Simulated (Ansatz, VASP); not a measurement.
This is a calculation of ZnO for Ansatz 0.2.0.

File input.yaml:

```yaml
crystal:
  lattice:
    - [3.3524534747, 0.0, 0.0]
    - [-1.6762267373, 2.9033098741, 0.0]
    - [0.0, 0.0, 7.27028943]
  atoms:
    - { symbol: Zn, position: [0.0, 0.0, 0.25] }
    - { symbol: Zn, position: [0.0, 0.0, 0.75] }
    - { symbol: O, position: [0.6666666667, 0.3333333333, 0.75] }
    - { symbol: O, position: [0.3333333333, 0.6666666667, 0.25] }
hamiltonian:
  xc: pbe
  pseudopotentials: { kind: paw }
kpoints:
  mp_grid: { grid: [9, 9, 4] }
scf:
  occupations: { method: fermi_dirac, width: 0.05 }
output:
  forces: true
  stress: true
  eigenvalues: true
```

Potentials or basis: Ansatz PAW.

Run with:

```bash
$ ansatz run input.yaml --threads 2 --pin off --max-ram 5120MiB --backend cpu --events-out ev --progress --plain --runs-dir out
```

Q: Set up the same calculation for VASP 6.6.1. Potentials there: VASP PAW PBE potentials, release 64 (Zn, O).

A: As run (the cutoff follows the program's own potentials):

The input INCAR:

```
  ALGO = Normal
  EDIFF = 1E-7
  ENCUT = 520
  GGA = PE
  ISIF = 2
  ISMEAR = -1
  LASPH = True
  LCHARG = False
  LREAL = False
  LWAVE = False
  NBANDS = 26
  NELM = 100
  PREC = Accurate
  SIGMA = 0.05
```

Contents of KPOINTS:

```
k-points
0
Gamma
  9 9 4
```

Contents of POSCAR:

```
ZnO
1.0
    3.3524534747      0.0000000000      0.0000000000
   -1.6762267373      2.9033098741      0.0000000000
    0.0000000000      0.0000000000      7.2702894300
Zn O
2 2
Direct
    0.0000000000      0.0000000000      0.2500000000
    0.0000000000      0.0000000000      0.7500000000
    0.6666666667      0.3333333333      0.7500000000
    0.3333333333      0.6666666667      0.2500000000
```

Potentials or basis: VASP PAW PBE potentials, release 64 (Zn, O).

Launch:

```bash
$ cat potpaw_PBE.64/Zn/POTCAR potpaw_PBE.64/O/POTCAR > POTCAR
$ mpirun -np 1 vasp_std > vasp.out
```

Both were run:

|  | VASP | Ansatz | Ansatz less VASP |
| --- | --- | --- | --- |
| gap on the k mesh at the Fermi level (eV) | 0.82 | 0.82 | +0.003 |
| least direct gap on the mesh (eV) | 0.82 | 0.82 | +0.003 |
| pressure (GPa) | -4.6 | -5.2 | -0.61 |
| largest component of the traceless stress (GPa) | 4.64 | 5.33 | +0.698 |

With one functional, cell and mesh, what is left measures potentials, basis and numerics.

Caveats: an odd mesh through Γ misses points on the zone boundary, where band edges often lie (VASP); odd divisions of the mesh miss points on the zone boundary, where band edges often lie, so the gap on the mesh can be too wide (Ansatz); the pressure holds a Pulay correction of +0.4 GPa for the finite cutoff (Ansatz).
